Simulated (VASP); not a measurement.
# Hf (Im-3m) in VASP: notebook, part 2 of 2

VASP 6.6.1.

## 3. Relaxation of cell and atoms, PBEsol, target pressure 0.0001 GPa, at which the enthalpy is minimised

This run uses another cell than the first one, of 21.22 Å³/atom, 1.100 times its volume.

The input, INCAR:

```
PREC = Accurate
ENCUT = 700
EDIFF = 1E-7
ISMEAR = 0
SIGMA = 0.1
LREAL = False
LASPH = True
NELM = 80
ALGO = Normal
ISIF = 3
LWAVE = False
LCHARG = False
GGA = PS
IBRION = 2
NSW = 80
EDIFFG = -0.002
PSTRESS = 0.001
```

The input, KPOINTS:

```
regular mesh
0
Gamma
  16 16 16
```

The input, POSCAR:

```
Hf                                      
1.0
   -1.7440041362      1.7440041362      1.7440041362
    1.7440041362     -1.7440041362      1.7440041362
    1.7440041362      1.7440041362     -1.7440041362
  Hf            
     1
Direct
     0.0000000000000000    0.0000000000000000    0.0000000000000000
```

Potentials or basis: VASP PAW PBE potentials, release 64 (Hf_pv).

On the command line:

```sh
cat potpaw_PBE.64/Hf_pv/POTCAR > POTCAR
mpirun -np 1 vasp_std > vasp.out
```

OUTCAR:

```text
PREC = Accurate
   ENCUT = 700
   EDIFF = 1E-7
   ISMEAR = 0
   LREAL = False
   LASPH = True
   NELM = 80
   ISIF = 3
   GGA = PS
   IBRION = 2
   NSW = 80
   EDIFFG = -0.002
   PSTRESS = 0.001

 ion  position               nearest neighbor table
   1  0.000  0.000  0.000-

  LATTYP: Found a body centered cubic cell.
 ALAT       =     3.4880082724

  Lattice vectors:

 A1 = (  -1.7440041362,   1.7440041362,   1.7440041362)
 A2 = (   1.7440041362,  -1.7440041362,   1.7440041362)
 A3 = (   1.7440041362,   1.7440041362,  -1.7440041362)

Analysis of symmetry for initial positions (statically):
=====================================================================
 Subroutine PRICEL returns:
 Original cell was already a primitive cell.

 Routine SETGRP: Setting up the symmetry group for a
 body centered cubic supercell.

 Subroutine GETGRP returns: Found 48 space group operations
 (whereof 48 operations were pure point group operations)
[... 168 lines left out ...]
 cond. band min:       4.7769560470   @ k =   0.5000   0.5000   0.1250
 fundamental gap:      0.0057571997
 Fermi energy:         4.7745466592

 k-point     1 :       0.0000    0.0000    0.0000
  band No.  band energies     occupation
      1     -24.7984      2.00000
      2     -24.7984      2.00000
      3     -24.7984      2.00000
      4      -2.4372      2.00000
      5       6.3245      0.00000
      6       6.3245      0.00000
      7       6.3245      0.00000
      8       9.2756      0.00000
      9       9.2756      0.00000
[... 265 lines left out ...]
 k-point    24 :       0.2500    0.1875    0.0000
  band No.  band energies     occupation
      1     -25.5711      2.00000
      2     -25.1169      2.00000
      3     -24.8829      2.00000
      4       1.5736      2.00000
      5       4.2571      2.00000
      6       4.8002      0.71668
      7       8.6610      0.00000
      8      10.0781      0.00000
      9      11.6182      0.00000

 [... further k-points ...]

------------------------ aborting loop because EDIFF is reached ----------------------------------------

  FORCE on cell =-STRESS in cart. coord.  units (eV):
  Direction    XX          YY          ZZ          XY          YZ          ZX
  --------------------------------------------------------------------------------------
  -------------------------------------------------------------------------------------
  Total       -0.0002112     -0.0002112     -0.0002112     -0.0000000      0.0000000      0.0000000
  in kB       -0.0159496     -0.0159496     -0.0159496     -0.0000000      0.0000000      0.0000000
  external PRESSURE =      -0.0169496 kB  Pullay stress =       0.0010000 kB

 VOLUME and BASIS-vectors are now :
 -----------------------------------------------------------------------------
  energy-cutoff  :      700.00
  volume of cell :       21.22
      direct lattice vectors                 reciprocal lattice vectors
    -1.744004136  1.744004136  1.744004136     0.000000000  0.286696568  0.286696568
     1.744004136 -1.744004136  1.744004136     0.286696568  0.000000000  0.286696568
     1.744004136  1.744004136 -1.744004136     0.286696568  0.286696568  0.000000000

 POSITION                                       TOTAL-FORCE (eV/Angst)
 -----------------------------------------------------------------------------------
      0.00000      0.00000      0.00000        -0.000000      0.000000     -0.000000
 -----------------------------------------------------------------------------------
    total drift:                                0.000000      0.000000      0.000000

  FREE ENERGIE OF THE ION-ELECTRON SYSTEM (eV)
  ---------------------------------------------------
  free  energy   TOTEN  =       -10.3403937568 eV

  energy  without entropy=      -10.3331275896  energy(sigma->0) =      -10.33676067

  enthalpy is  TOTEN    =       -10.3403805136 eV   P V=        0.0000132432

 reached required accuracy - stopping structural energy minimisation
```

OSZICAR:

```text
N       E                     dE             d eps       ncg     rms          rms(c)
DAV:   1     0.854481708314E+01    0.85448E+01   -0.70050E+03  2634   0.131E+03
DAV:   2    -0.103849552876E+02   -0.18930E+02   -0.18376E+02  3918   0.149E+02
DAV:   3    -0.106802210597E+02   -0.29527E+00   -0.28805E+00  3076   0.136E+01
DAV:   4    -0.106816921993E+02   -0.14711E-02   -0.14700E-02  3217   0.947E-01
DAV:   5    -0.106816985718E+02   -0.63725E-05   -0.63723E-05  2910   0.511E-02    0.458E+01
DAV:   6    -0.104287404663E+02    0.25296E+00   -0.25407E-01  2680   0.404E+00    0.267E+01
DAV:   7    -0.103444519549E+02    0.84289E-01   -0.35579E-01  2720   0.460E+00    0.124E+00
DAV:   8    -0.103403859990E+02    0.40660E-02   -0.18722E-02  2718   0.118E+00    0.695E-02
DAV:   9    -0.103403913157E+02   -0.53167E-05   -0.22568E-04  3159   0.161E-01    0.629E-02
DAV:  10    -0.103403944660E+02   -0.31504E-05   -0.20523E-05  3033   0.395E-02    0.800E-02
DAV:  11    -0.103403937514E+02    0.71465E-06   -0.36170E-06  2742   0.167E-02    0.135E-03
DAV:  12    -0.103403937568E+02   -0.54263E-08   -0.63672E-08  1605   0.287E-03
   1 F= -.10340381E+02 E0= -.10336747E+02  d E =-.103404E+02
```

CONTCAR:

```text
Hf
   1.00000000000000
    -1.7440041362000001    1.7440041362000001    1.7440041362000001
     1.7440041362000001   -1.7440041362000001    1.7440041362000001
     1.7440041362000001    1.7440041362000001   -1.7440041362000001
  Hf
     1
Direct
     0.0000000000000000    0.0000000000000000    0.0000000000000000

  0.00000000E+00  0.00000000E+00  0.00000000E+00
```

Run time: 22 s. Hardware: 1 thread of AMD EPYC 9R14 (Zen 4), shared host; peak memory 0.16 GiB.

Results:

```
Free energy             : -10.3404 eV
Pressure after relaxing : 0.0 GPa
Band gap on the k mesh  : none (metal or under the smearing width)
```

Final structure:
```yaml
crystal:
  lattice:
    - [-1.74400, 1.74400, 1.74400]
    - [1.74400, -1.74400, 1.74400]
    - [1.74400, 1.74400, -1.74400]
  atoms:
    - { symbol: Hf, position: [0.00000, 0.00000, 0.00000] }
```

Levels at points of the mesh, in eV from the Fermi level:
```
           k point  band 1  band 2  band 3  band 4  band 5  band 6  band 7  band 8  band 9
(0.00, 0.00, 0.00)  -29.57  -29.57  -29.57   -7.21    1.55    1.55    1.55    4.50    4.50
(0.50, 0.00, 0.00)  -30.55  -29.89  -29.58   -3.55   -0.60    1.31    4.35    5.42    8.10
(0.50, 0.50, 0.50)  -30.26  -30.26  -30.26   -2.80   -2.80    7.19    7.19    7.19    7.66
```

Caveat: the relaxation stopped at its first step, so nothing moved; the cell is relaxed towards a set pressure, so the enthalpy falls and the energy may rise; the PAW data sets were made with another functional, which shifts forces and pressure a little.
